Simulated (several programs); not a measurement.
## NaI (wurtzite) from semi-empirical methods to plane-wave DFT

Wurtzite NaI (it has left that coordination), relaxed with r2SCAN in Ansatz, was computed with several methods. Space group P6_3/mmc (No. 194), hexagonal; a = 5.416 Å, c = 6.459 Å in the conventional setting, 41.03 Å³ an atom. Around Na lie 5 I at 3.13–3.23 Å; around I lie 5 Na at 3.13–3.23 Å. Values at 0 K without nuclear motion; spin polarisation is off, and the phase may be a hypothetical one.

Space group P6_3/mmc (No. 194). a = 5.416 Å, b = 5.416 Å, c = 6.459 Å, α = 90.00°, β = 90.00°, γ = 120.00°
```
atom  site  symmetry       x       y       z
  Na    2d      -6m2  0.3333  0.6667  0.7500
   I    2c      -6m2  0.3333  0.6667  0.2500
```

Gaps and times are for a single point on this cell; volume and bulk modulus come from each method's own relaxation or energy curve at fixed shape, which is too stiff where a cell has free coordinates or axes. Times are rough, from shared hosts (Arm Neoverse N1; Arm Neoverse V1; Arm Neoverse V2), and each method has its own mesh and cell size. A double dagger marks a value from a curve with shape and coordinates held. PM6 (MOPAC), PM7 (MOPAC), GFN1-xTB (tblite), GFN2-xTB (tblite) treat a cluster of cells at its zone centre, which samples few k points: where these miss a band edge, the gap comes out too large for that reason alone. Gaps from k meshes are read at a limited set of points (mesh, symmetry points, PBE's band edges), so each method's own least gap may be somewhat smaller. Force fields have no electrons; where one was fitted to this phase, its volume and modulus reflect the fit. xTB and the PM methods were fitted mostly to molecules, and can miss a solid's gap by electronvolts. Minimal bases can be far off for gaps. Times of the plane-wave ladder aren't listed, since it ran on unlike processors and cards. GLLB-SC's gap includes the derivative discontinuity. G0W0 is at finite bands, cutoff and mesh. d marks a direct gap, i an indirect one (no mark: not told apart), a dash a value that wasn't computed or didn't pass its checks.

| method | kind | gap (eV) | own volume (Å³/atom) | bulk modulus (GPa) | atoms computed | processor time |
| --- | --- | --- | --- | --- | --- | --- |
| PBEsol | semilocal | – | 40.33 | – | 4 | – |
| ffield.eim (LAMMPS) | force field | – | – | – | 4 | 0.13 s |
| PM7 (MOPAC) | semi-empirical | 13.55 | – | – | cluster | 1.5 s |
| GFN1-xTB (tblite) | tight binding | 1.68 | 41.20‡ | 17‡ | cluster | 1.5 s |
| PM6 (MOPAC) | semi-empirical | 7.28 | – | – | cluster | 1.7 s |
| GFN2-xTB (tblite) | tight binding | 5.69 | – | – | cluster | 2.2 s |
| light PBE (260 eV and a coarse mesh) | light plane-wave | 3.55 d | – | – | 4 | 2.8 s |
| PBE | semilocal | 3.56 d | – | – | 4 | – |
| PBE/SZV (CP2K) | small basis | 3.26 d | 42.72‡ | 13‡ | 4 | 13 s |
| PBE/DZVP (CP2K) | small basis | 3.54 d | 42.74‡ | 12‡ | 4 | 18 s |
| LDA | semilocal | 3.25 d | – | – | 4 | – |
| r2SCAN | semilocal | 4.19 d | 41.03 | 13‡ | 4 | – |
| PBE/single zeta (GPAW) | small basis | 3.49 d | – | – | 4 | 88 s |
| GLLB-SC (GPAW) | model potential | 6.73 | – | – | 4 | 110 s |
| PBE+SOC | semilocal | 3.34 d | – | – | 4 | – |
| G0W0@PBE (80 eV screening cutoff) | many-body | 5.52 | – | – | 4 | – |

Against r2SCAN (4.19 eV) and with closed or daggered gaps left aside, the nearest gap at the points sampled is that of PBE (-0.63 eV) and the farthest that of PM7 (MOPAC) (+9.36 eV). r2SCAN is only a yardstick of convenience: semilocal gaps usually lie below measured ones, which GLLB-SC and hybrids aim to mend.

Volumes against r2SCAN's: PBEsol -1.7 %.

Relaxed on its own, the cell leaves this structure with ffield.eim (LAMMPS), PBE, so no volume is listed.

Only the rows marked +SOC include spin-orbit coupling.
